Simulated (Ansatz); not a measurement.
The calculation used DFT PBE, scalar-relativistic, plane waves, PAW (Ansatz). Settings: cutoff 420 eV, Γ-centred meshes spaced at most about 0.3 Å⁻¹, and about 0.25 Å⁻¹ or finer for metals (2π included), Gaussian smearing. No spin polarisation in the final relaxations.

All energies are static (0 K, no zero-point motion).

Compare these two cells of P, each relaxed at this level.

A.

```yaml
crystal:
  lattice:
    - [6.65436, 0.00000, 0.00000]
    - [-3.32718, 5.76284, 0.00000]
    - [0.00000, 0.00000, 5.21920]
  atoms:
    - { symbol: P, position: [0.10115, 0.74061, 0.87415] }
    - { symbol: P, position: [0.25939, 0.36054, 0.54082] }
    - { symbol: P, position: [0.63946, 0.89885, 0.20749] }
    - { symbol: P, position: [0.89885, 0.25939, 0.37415] }
    - { symbol: P, position: [0.74061, 0.63946, 0.04082] }
    - { symbol: P, position: [0.36054, 0.10115, 0.70749] }
    - { symbol: P, position: [0.10115, 0.36054, 0.95918] }
    - { symbol: P, position: [0.63946, 0.74061, 0.62585] }
    - { symbol: P, position: [0.25939, 0.89885, 0.29251] }
    - { symbol: P, position: [0.89885, 0.63946, 0.45918] }
    - { symbol: P, position: [0.36054, 0.25939, 0.12585] }
    - { symbol: P, position: [0.74061, 0.10115, 0.79251] }
```

B.

```yaml
crystal:
  lattice:
    - [-3.12106, 3.12106, 2.33179]
    - [3.12106, -3.12106, 2.33179]
    - [3.12106, 3.12106, -2.33179]
  atoms:
    - { symbol: P, position: [0.00000, 0.00000, 0.00000] }
    - { symbol: P, position: [0.75000, 0.25000, 0.50000] }
    - { symbol: P, position: [0.37500, 0.62500, 0.75000] }
    - { symbol: P, position: [0.37500, 0.12500, 0.75000] }
    - { symbol: P, position: [0.37500, 0.62500, 0.25000] }
    - { symbol: P, position: [0.87500, 0.62500, 0.25000] }
```

Question: Which is lower in energy, and by how much?

Answer: B is lower, by 60 meV/atom. A has space group P6_522 (No. 179), 16.7 Å³/atom and no gap on its mesh; B has space group I4_1/amd (No. 141), 15.1 Å³/atom and no gap. Counting all near atoms (those within 1.25 times the shortest such distance or 1.15 times the sum of covalent radii; a slash parts the counts of unlike sites), A has P 5 and B has P 4/6. The denser one is the lower, and pressure would at first widen the difference. Both come from invented guesses. The part of the Crystallography Open Database at hand lists P in space groups No. 2, 13, 64, 123; no cell shown has one of them.

Cells relaxed within their symmetry can be saddle points.
